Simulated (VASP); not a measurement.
**I2: single point with PBE**

The system is I2, in a box.

```
CELL_PARAMETERS angstrom
12.97971 0.00000 0.00000
0.00000 13.47971 0.00000
0.00000 0.00000 13.97971
ATOMIC_POSITIONS crystal
I 0.59552 0.53894 0.50769
I 0.40305 0.46795 0.49219
```

```
Program             : VASP 6.6.1
Task                : single point
Functional          : PBE
Potentials or basis : VASP PAW PBE potentials, release 64 (I)
Cutoff              : 400 eV
k mesh              : 1 × 1 × 1
Occupations         : gaussian, width 0.01 eV
Spin                : no spin polarisation
```

```yaml
Largest_force: 0.011 eV/Å
Gap_between_the_frontier_levels: 1.82 eV
```

Forces in eV/Å, atoms in the order of the input:
```
I   -0.010 -0.003 -0.001
I    0.010  0.003  0.001
```

Levels at points of the mesh, in eV from the valence-band top:
```tsv
k point	band 3	band 4	band 5	band 6	band 7	band 8	band 9	band 10	band 11	band 12
(0.00, 0.00, 0.00)	-3.31	-1.59	-1.59	0.00	0.00	1.82	5.60	6.52	6.58	6.61
```

Wall time 49 s on 4 MPI ranks on Intel(R) Xeon(R) Platinum 8488C (Sapphire Rapids), with other jobs on the host, peak memory 0.47 GiB a rank.

Caveat: spin-orbit coupling is left out, which moves the levels of the heavy elements. A hybrid or GW would open this gap; PBE tends to underestimate it.
